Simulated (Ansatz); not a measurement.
## PbSe: pressure against volume per atom

Results calculated with Ansatz 0.2.0, not measured. Periodic Kohn-Sham DFT of a crystal at fixed atoms; pressure and stress are positive in compression; the energy is the free energy less that of spherical unpolarised free atoms; site moments are those in the method's own spheres, positive along +z.

Cell of the first row (space group Fm-3m, No. 225):
```
PbSe
1.0
      0.0000     2.9996     2.9996
      2.9996     0.0000     2.9996
      2.9996     2.9996     0.0000
Pb Se
1 1
Direct
  0.00000 0.00000 0.00000
  0.50000 0.50000 0.50000
```

Settings of every row: method frozen-core PAW; functional PBEsol; relativity scalar; k mesh 7x7x7; filling fermi-dirac; smearing width 0.02 eV; wave cutoff 420 eV; paw set soft_2.

Atom start moment: 0 on all atoms.

Limits: PAW files made with PBE; no spin-orbit coupling on heavy atoms.

Limits of some rows: small gap, it may come from the mesh (row 5).

```csv
row,volume per atom (Å³),pressure (GPa)
1,26.99,2.966
2,27.565,1.638
3,28.139,0.447
4,28.426,-0.102
5,28.713,-0.622
6,29,-1.114
7,29.287,-1.581
8,29.862,?
9,30.436,-3.211
```

Question: what pressure should row 8 give?

Worked fit of pressure. Take u = (V_r/V)^(2/3) − 1 with V_r = 28.569 Å³ an atom, which is twice the finite (Eulerian) strain; such expansions in the strain, on which the Birch-Murnaghan equation of state is built, carry the rest volume and the bulk modulus. The shown rows have u = 0.03863, 0.02414, 0.01016, 0.00335, -0.00335, -0.00993, -0.01641, -0.04132. Least squares give pressure = −0.3645 + 77.646 × u + 217 × u² + 124 × u³ GPa; a parabola predicts inner rows, each left out in turn, worse (root mean square 0.0019 against 0.00027 GPa). All shown rows lie on it to the printed digit. The pressure vanishes at u = 0.0046, or V = 28.37 Å³ an atom, and there the bulk modulus at fixed shape and fractions is B = −V dP/dV = (2/3)(1 + u) dP/du = 53.4 GPa. The withheld row has u = -0.02908, so the fit gives −0.3645 + 77.646 × (-0.02908) + 217 × (-0.02908)² + 124 × (-0.02908)³ = -2.442 GPa.

The calculation gave -2.441 GPa. The fit lies 0.001 GPa (0.016 % of the column's range) below it, one unit of the last digit.
